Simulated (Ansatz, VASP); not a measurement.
# One calculation of Pt, two programs

```
Pt
1.0
     0.00000    1.87808    1.87808
     1.87808    0.00000    1.87808
     1.87808    1.87808    0.00000
Pt
1
Direct
  0.00000 0.00000 0.00000
```

Change from the starting cell: volume scaled by 0.88, LAPW.

Alike in both runs: task single point; functional PBEsol; k mesh 17 × 17 × 17; occupations fermi-dirac, width 0.1 eV; no spin polarisation.

```csv
,VASP,Ansatz
version,VASP 6.6.1,Ansatz 0.2.0
potentials or method,"VASP PAW PBE potentials, release 64 (Pt), cutoff 520 eV","all-electron LAPW, scalar-relativistic"
```

Ansatz gave:

- pressure (GPa): 51.2

Q: Which values does VASP return?

A: Pressure (GPa): 51.0.

Ansatz ran all-electron here, so the differences hold the error of VASP's frozen core and of both bases.

Caveats: so large a pressure means that the cell lies far from this level's equilibrium, or that cutoff or potentials fall short (VASP); the potentials were made for another functional, which shifts forces and pressure (VASP). Spin-orbit coupling is left out, which matters for the levels of Pt.
